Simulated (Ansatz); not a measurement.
## BAs (F-43m): the cell at rest

Aim: bring BAs (F-43m) to small forces and stress, as phonons need.

Calculated with Ansatz 0.2.0; DFT LDA, scalar-relativistic, plane waves, PAW; PAW set soft_1.

Experimental background.

“Thermal expansion coefficients of high thermal conducting BAs and BP materials” (2019, arxiv:1906.04101) reports for BAs, zinc blende, by single-crystal XRD (Mo K-alpha) (CVT-grown single crystal, 100 K): lattice constant a (cubic a at 100 K) 4.7741 ± 0.0015 Å.

For BAs, zinc blende (CVT-grown opaque bulk crystals, 300 K), “Optical properties of cubic boron arsenide” (2019, arxiv:1911.04914) gives, by spectroscopic ellipsometry: band gap (direct gap from square of absorption coefficient, average of two …) about 4.12 eV [Extrapolated from square of absorption coefficient from ellipsometry; average of two …].

## (1) The starting structure

Symmetry: F-43m, No. 216, cubic system. Conventional cell: a = 4.777 Å, b = 4.777 Å, c = 4.777 Å, α = 90.00°, β = 90.00°, γ = 90.00°. Nearest to B lie 4 As at 2.07 Å. Nearest to As lie 4 B at 2.07 Å. Farther neighbours are not listed.

## (2) Probe on a coarse mesh

A quick single point on a coarse mesh tells whether the cell has a gap and how far it is from rest, which sets the k mesh and smearing that follow.

input.yaml reads:

```yaml
crystal:
  lattice:
    - [0.0, 2.3885, 2.3885]
    - [2.3885, 0.0, 2.3885]
    - [2.3885, 2.3885, 0.0]
  atoms:
    - { symbol: B, position: [0.0, 0.0, 0.0] }
    - { symbol: As, position: [0.25, 0.25, 0.25] }
kpoints:
  mp_grid: { grid: [6, 6, 6] }
hamiltonian:
  xc: lda
  pseudopotentials: { kind: paw, azcp: { folder: soft_1 }, xc_functional: pbe }
scf:
  occupations: { method: gaussian, width: 0.1 }
output:
  forces: true
  stress: true
  eigenvalues: true
```

Launch:

```bash
ansatz run input.yaml --threads 4 --pin off --max-ram 10240MiB --backend cpu --events-out ev --progress --plain --runs-dir out
```

Numbers of over 12 decimals in the logs are rounded to 6 here.

The program printed:

```text
Engine: ansatz 0.2.0, aarch64-unknown-linux-gnu
Pseudopotentials: kind: paw
Pseudopotential: B, paw, valence charge 3, recommended cutoff 420 eV (normal), soft_1/B.paw.azcp
Pseudopotential: As, paw, valence charge 15, recommended cutoff 420 eV (normal), soft_1/As.paw.azcp
Functional definition: SPW92
  exchange = slater_x
  correlation = pw_c
Crystal: 2 atoms, lattice volume = 27.252 Å³
[...]
--- Band table (eV; the first three rows and the last of 16) ---
  k-point 0: bands = [... 5 lower, -4.9721, 10.4195, 10.4195, 10.4195, 13.6693, 13.6693, 13.6693, 15.0634]
  k-point 1: bands = [... 5 lower, -4.5214, 7.4717, 9.7394, 9.7394, 13.6790, 14.5532, 14.5532, 17.0115]
  k-point 2: bands = [... 5 lower, -3.2636, 3.7041, 8.9082, 8.9082, 13.2552, 15.2228, 15.2228, 18.9712]
  k-point 15: bands = [... 5 lower, -0.7422, 2.3431, 5.2646, 5.4578, 14.1740, 14.3180, 19.0363, 19.2023]
[key lines of the parts left out:]
SCF converged after 8 iterations
Free energy (F): -4923.506392 eV
Fermi energy:    11.030930 eV
P = ⅓ Tr σ = -3.9302 GPa (-39.302 kbar)
```

It took 1.2 s on 4 threads of Arm Neoverse V2, shared host; peak memory 0.36 GiB.

A gap read on the k-mesh alone can miss the band edges.

Numbers from this step:

- pressure: -3.930 GPa
- gap on the k-mesh: 1.228 eV
- volume per atom: 13.63 Å³
- direct gap on mesh: 3.250 eV

The coarse mesh shows a gap of 1.23 eV and a pressure of -3.9 GPa.

## (3) Bringing the structure to rest

Harmonic phonons are second derivatives at a point where the forces vanish, and they are wanted at zero stress, so atoms and cell are relaxed first.

input.yaml, the sections that differ from step 2:

```yaml
kpoints:
  mp_grid: { grid: [10, 10, 10] }
scf:
  occupations: { method: gaussian, width: 0.02 }
output:
  forces: true
  stress: true
  eigenvalues: true
  write_density: true
  write_potential: true
  elf: true
  volumetric_format: npy
relax:
  adjacent_minimum: "off"
  f_tol: 0.005
  max_steps: 80
  cell: { stress_tol: 0.05 }
# crystal, hamiltonian: as in step 2
```

The program printed:

```text
[...]
Crystal: 2 atoms, lattice volume = 27.252 Å³
Basis set: ecut = 420 eV, 531 PW (Γ)
Bands: 13, of which v1, the nominal top of the filled ones, is band 9 counted from 1 (8 counted from 0)
Symmetry: 24 space group operations
[...]
k-points: 47 of 1000 (time reversal used)
[...]
SCF iter   1: F=—  HF=-4924.176128 eV  |F-HF|=—  |Δ(HF+E_count)|=         —  Δρ=7.48e-2  dr2=1.97e0  ethr=3.10e-3  ⟨swp⟩=5.7  Hψ=3445  notcnv=0
[...]
SCF iter   8: F=-4923.525253 eV  HF=-4923.525253 eV  |F-HF|=4.55e-12  |Δ(HF+E_count)|=   1.28e-9  Δρ=3.28e-7  dr2=1.41e-11  ethr=3.96e-11  ⟨swp⟩=5.0  Hψ=2954  notcnv=0
SCF 1 converged in 8 iterations: F = -4923.525253 eV  dr2 = 1.41e-11
[...]
relax step   1: F+E_penalty+E_count = -4923.52525330 eV  Δ(F+E_penalty+E_count) = +0.000e0 eV  max|allowed force component| = 2.336e-16 eV/Å  Δτ_max = 0.0000 Å  P = -3.962 GPa  Ω = 27.252 Å³  (8 SCF iters, accepted)
Crystal: 2 atoms, lattice volume = 26.690 Å³
[...]
iter 1 solved again at ethr=2.43e-5 eV; its pass at ethr=3.10e-3 eV (dr2=4.38e-3 eV) is discarded
[...]
SCF iter   5: F=-4923.534555 eV  HF=-4923.534555 eV  |F-HF|=2.07e-8  |Δ(HF+E_count)|=   5.17e-7  Δρ=1.75e-5  dr2=5.19e-8  ethr=1.11e-9  ⟨swp⟩=9.0  Hψ=4287  notcnv=0
SCF 2 converged in 5 iterations: F = -4923.534555 eV  dr2 = 5.19e-8
  Residual-converged pass: ⟨swp⟩=1.0  Hψ=800  notcnv=0  max |occ|·‖R‖ = 7.1e-9 eV (tolerance 1.0e-8 eV)  dr2=5.19e-8  dr2_onsite=2.27e-8  max |Δocc| = 0.0e0
relax step   2: F+E_penalty+E_count = -4923.53455472 eV  Δ(F+E_penalty+E_count) = -9.301e-3 eV  max|allowed force component| = 8.327e-17 eV/Å  Δτ_max = 0.0000 Å  P = -1.101 GPa  Ω = 26.690 Å³  energy of the carried Pulay correction = +3.259e-4 eV  (5 SCF iters, dr2 threshold 2.00e-7 eV, accepted)
Crystal: 2 atoms, lattice volume = 26.480 Å³
[...]
SCF iter   5: F=-4923.535372 eV  HF=-4923.535372 eV  |F-HF|=3.07e-9  |Δ(HF+E_count)|=   9.86e-8  Δρ=7.51e-6  dr2=1.04e-8  ethr=1.11e-9  ⟨swp⟩=8.4  Hψ=4008  notcnv=0
SCF 3 converged in 5 iterations: F = -4923.535372 eV  dr2 = 1.04e-8
relax step   3: F+E_penalty+E_count = -4923.53537246 eV  Δ(F+E_penalty+E_count) = -8.177e-4 eV  max|allowed force component| = 1.116e-16 eV/Å  Δτ_max = 0.0000 Å  P = +0.050 GPa  Ω = 26.480 Å³  energy of the carried Pulay correction = +4.495e-4 eV  (5 SCF iters, dr2 threshold 2.00e-7 eV, accepted)
[...]
SCF iter   5: F=-4923.534962 eV  HF=-4923.534962 eV  |F-HF|=5.46e-12  |Δ(HF+E_count)|=  4.82e-11  Δρ=2.80e-7  dr2=3.33e-12  ethr=1.00e-12  ⟨swp⟩=5.3  Hψ=2288  notcnv=0
SCF 4 converged in 5 iterations: F = -4923.534962 eV  dr2 = 3.33e-12
relax step   4: F+E_penalty+E_count = -4923.53496194 eV  Δ(F+E_penalty+E_count) = +4.105e-4 eV  max|allowed force component| = 1.099e-16 eV/Å  Δτ_max = 0.0000 Å  P = +0.030 GPa  Ω = 26.480 Å³  stress off target by 3.05e-2 GPa  SCF on the basis re-selected at this cell (its energy is not comparable with the rows above)  (5 SCF iters)
basis re-selected at this cell: Δ(F+E_penalty+E_count) = +4.105e-4 eV, ΔP = -0.019 GPa vs the last step (what re-selecting the basis moved, of the pressure what is left beyond the Pulay correction that the steps carried, after the strain that the cell walked since its last selection, with what the two solves' SCF thresholds leave and, on support functions, any second-order correction that the steps lacked; it is no m [...]
SCF converged after 5 iterations
Free energy (F): -4923.534962 eV
[...]
Internal energy: -4923.534962 eV  (E = F + TS)
E sigma→0 (E₀):  -4923.534962 eV
Fermi energy:    11.416130 eV
[...]
--- Stress (GPa, compression-positive) ---
        0.030481       0.000000       0.000000
        0.000000       0.030481       0.000000
        0.000000       0.000000       0.030481
  P = ⅓ Tr σ = 0.0305 GPa (0.305 kbar)
--- Band table (eV; the first three rows and the last of 47) ---
  k-point 0: bands = [... 5 lower, -4.7887, 10.8638, 10.8638, 10.8638, 14.1535, 14.1535, 14.1535, 15.8767]
  k-point 1: bands = [... 5 lower, -4.6210, 9.4565, 10.5528, 10.5528, 14.3424, 14.5618, 14.5618, 16.6913]
  k-point 2: bands = [... 5 lower, -4.1257, 7.0528, 9.9637, 9.9637, 14.1777, 15.2925, 15.2925, 18.2135]
  k-point 46: bands = [... 5 lower, -0.3715, 2.7436, 5.3306, 5.5883, 15.3778, 15.7239, 18.8422, 18.8445]
--- Relaxed structure (3 steps of the walk, 3 accepted, 1 SCFs on fresh bases) ---
  F+E_penalty+E_count = -4923.53496194 eV   max|allowed force component| = 1.099e-16 eV/Å   (the final SCF, on the basis selected at the relaxed cell)
  cell:  # Å, volume = 26.4799 Å³
    - [0, 2.365713, 2.365713]
    - [2.365713, 0, 2.365713]
    - [2.365713, 2.365713, 0]
  atoms:
    - { symbol: B, position: [0, 0, 0] }
    - { symbol: As, position: [0.25, 0.25, 0.25] }
```

It took 2.8 s on 4 threads; peak memory 0.42 GiB; 9.3 s of CPU time.

Step by step:

| step | energy less that of the first step (eV) | largest force component (eV/Å) | pressure (GPa) | volume (Å³) |
| --- | --- | --- | --- | --- |
| 1 | 0.0000 | 0.0000 | -3.96 | 27.25 |
| 2 | -0.0093 | 0.0000 | -1.10 | 26.69 |
| 3 | -0.0101 | 0.0000 | 0.05 | 26.48 |
| 4* | -0.0097 | 0.0000 | 0.03 | 26.48 |

Relaxation steps marked * repeat the geometry before them on a plane-wave basis chosen anew for their cell, so energy and pressure can jump there.

Forces are held to the 24 operations that the run works with; a distortion that breaks them can't arise in this run.

| conventional cell, symmetrised | before | after | change |
| --- | --- | --- | --- |
| a (Å) | 4.777 | 4.731 | -1.0 % |
| b (Å) | 4.777 | 4.731 | -1.0 % |
| c (Å) | 4.777 | 4.731 | -1.0 % |
| volume (Å³/atom) | 13.63 | 13.24 | -2.8 % |

The relaxed structure:

```
B As
1.0
     0.00000    2.36571    2.36571
     2.36571    0.00000    2.36571
     2.36571    2.36571    0.00000
B As
1 1
Direct
  0.00000 0.00000 0.00000
  0.25000 0.25000 0.25000
```

Numbers from this step:

* pressure: 0.03048 GPa
* gap on the k-mesh: 1.105 eV
* volume per atom: 13.24 Å³
* direct gap on mesh: 3.290 eV

Electrostatic potential energy in the ac plane of a cell with a along [110], b along [-110] and c along [001] of the cube at fractional y = 0.000, with atoms of B and As within 0.2 Å of it. With pseudopotentials it is smooth inside the atoms' cores, unlike the true potential.

Ten even steps from '0' (-31 eV) to '9' (24 eV), each cell a mean:
```
0266556620046555640
4554664554464565464
7746996477764898467
7746996477764898467
7754664577764565477
8776556778876555678
8877777788887777788
8888888888888888888
7888888887888888888
7788888877778888877
6778888776677888776
1477887741257888752
0167777610037777730
```
Columns run along a (6.7 Å; values clipped at the 3rd and 97th percentile), rows up along c (4.7 Å), edges of the conventional cell, whose origin can differ from the input's. Atoms in or near the plane, at fractional coordinates: B at (0.50, 0.00), B at (0.00, 0.00), As at (0.75, 0.75), As at (0.25, 0.75).

Valence density in the ac plane of a cell with a along [110], b along [-110] and c along [001] of the cube at fractional y = 0.000, with atoms of B and As within 0.2 Å of it. It is the smooth field of the valence electrons, not physical close to the nuclei.

Values in e/Å³, 7 rows by 16 columns, each cell a mean:
```
 1  1  1  1  2  1  1  1  1  1  1  1  2  1  1  1
 0  0  2 17 27  5  1  0  0  0  2 17 27  5  1  0
 0  0  1  3  5  1  0  0  0  0  1  3  5  1  0  0
 0  0  0  0  0  0  0  0  0  0  0  0  0  0  0  0
 0  0  0  0  0  0  0  0  0  0  0  0  0  0  0  0
 0  0  0  0  0  0  0  0  0  0  0  0  0  0  0  0
 1  1  0  0  0  0  0  1  1  1  0  0  0  0  0  1
```
Columns run along a (6.7 Å), rows up along c (4.7 Å), edges of the conventional cell, whose origin can differ from the input's. Atoms in or near the plane, at fractional coordinates: B at (0.50, 0.00), B at (0.00, 0.00), As at (0.75, 0.75), As at (0.25, 0.75).

ELF in the ac plane of a cell with a along [110], b along [-110] and c along [001] of the cube at fractional y = 0.000, with atoms of B and As within 0.2 Å of it. It is the smooth field of the valence electrons, not physical close to the nuclei.

Ten even steps from '_' (0.02) to '@' (0.86), each cell a mean:
```
..**@@%%****%%@@**..--@@@@##**##@@@@--
**@@@@##====##@@@@**##@@@@**==**@@@@##
**%%%%==....++%%%%**##%%##::__::##%%##
--++**==....==**++--==**++::__::++**==
..--++++====++++--....==++++==++++==..
__..--++****++--..____::==******==::__
____..--====--..________::--==--::____
________....______________......______
....____________......______________..
==--..________..--====::__________::==
**++--..____..--++****==::______::==**
--====--....--====--==++==::..::==++==
__--##**====**##--__..++##++==++##++..
```
Columns run along a (6.7 Å), rows up along c (4.7 Å), edges of the conventional cell, whose origin can differ from the input's. Atoms in or near the plane, at fractional coordinates: B at (0.50, 0.00), B at (0.00, 0.00), As at (0.75, 0.75), As at (0.25, 0.75).

In this step the volume went from 13.63 to 13.24 Å³/atom.

## (4) Tight relaxation

Phonons need a cell at rest on their own settings, so the relaxation is repeated with tight tolerances on forces and stress on the k mesh and occupations of the first response run.

input.yaml reads:

```yaml
crystal:
  lattice:
    - [0.0, 2.3657126916, 2.3657126916]
    - [2.3657126916, 0.0, 2.3657126916]
    - [2.3657126916, 2.3657126916, 0.0]
  atoms:
    - { symbol: B, position: [0.0, 0.0, 0.0] }
    - { symbol: As, position: [0.25, 0.25, 0.25] }
kpoints:
  mp_grid: { grid: [12, 12, 12] }
hamiltonian:
  xc: lda
  pseudopotentials: { kind: paw, azcp: { folder: soft_1 }, xc_functional: pbe }
scf:
  occupations: { method: fixed }
output:
  forces: true
  stress: true
  eigenvalues: true
relax:
  adjacent_minimum: "off"
  f_tol: 0.001
  max_steps: 60
  cell: { stress_tol: 0.01 }
```

The program printed:

```text
[...]
Crystal: 2 atoms, lattice volume = 26.480 Å³
Basis set: ecut = 420 eV, 531 PW (Γ)
Bands: 13, of which v1, the nominal top of the filled ones, is band 9 counted from 1 (8 counted from 0)
Symmetry: 24 space group operations
[...]
k-points: 72 of 1728 (time reversal used)
[...]
k-point 71: bands = [... 5 lower, -0.3559, 2.8085, 5.1897, 5.4934, 16.0706, 16.8735, 17.6338, 18.0903]
--- Relaxed structure (2 steps of the walk, 2 accepted, 1 SCFs on fresh bases) ---
[...]
cell:  # Å, volume = 26.4839 Å³
    - [0, 2.365831, 2.365831]
    - [2.365831, 0, 2.365831]
    - [2.365831, 2.365831, 0]
  atoms:
    - { symbol: B, position: [0, 0, 0] }
    - { symbol: As, position: [0.25, 0.25, 0.25] }
[key lines of the parts left out:]
SCF converged after 5 iterations
Free energy (F): -4923.535284 eV
Fermi energy:    10.861210 eV
P = ⅓ Tr σ = 0.0091 GPa (0.091 kbar)
```

Wall time 2.6 s (4 threads); peak memory 0.41 GiB; 9 s of CPU time.

Little changed from the start: no atom moved by 0.005 Å and no cell edge by 0.1 %.

This step gave:

- pressure: 0.009108 GPa
- gap on the k-mesh: 1.111 eV

The forces vanish by symmetry and the pressure is 0.009 GPa, within the tolerances set. The cell now holds 13.24 Å³/atom.

## (5) What came out

| Property | Result |
| --- | --- |
| space group after relaxation (within 0.01 Å) | F-43m |
| lattice constant a | 4.732 Å |
| lattice constant b | 4.732 Å |
| lattice constant c | 4.732 Å |
| volume per atom | 13.2 Å³ |
| gap on the k-mesh | 1.11 eV |

**Reading.** The forces vanish by symmetry and the pressure is 0.009 GPa, within the tolerances set. The cell now holds 13.24 Å³/atom. The relaxation keeps the symmetry of its start, so it says nothing on stability against lower symmetry. The PAW files were made for PBE and serve the other functionals too.

Computed beside measured:

| quantity | measured | LDA, PAW; PAW set soft_1 |
| --- | --- | --- |
| lattice constant a (Å) | 4.7741 | 4.732 (-0.9 %) |
| band gap (direct gap) (eV) | 4.12 | 3.29 (-0.83 eV) |

Measured values from arxiv:1906.04101 (2019) and arxiv:1911.04914 (2019).

**Verdict.** The lattice constant a is off by -0.9 %: fair agreement. The band gap is off by -0.83 eV: a clear miss. Local and semilocal functionals usually give gaps below the measured ones. An optical gap can lie under the band gap by the exciton's binding. Zero-point and thermal motion shift the measured gap. The grades are ours: good and fair within 0.7 and 1.5 % for the lattice constant a. Zero-point motion and thermal expansion (measured at up to 100 K) are not in the computed lattice constants.

[Logs are printed without paths, hosts, clocks, repeated set-up lines and the standing remarks that a program may print on its own settings, such as how far it seeks lower states.]

[Hosts, paths, dates, database ids (printed as entryN), source tags and the programs' standing remarks are cut or masked in the printed files.]
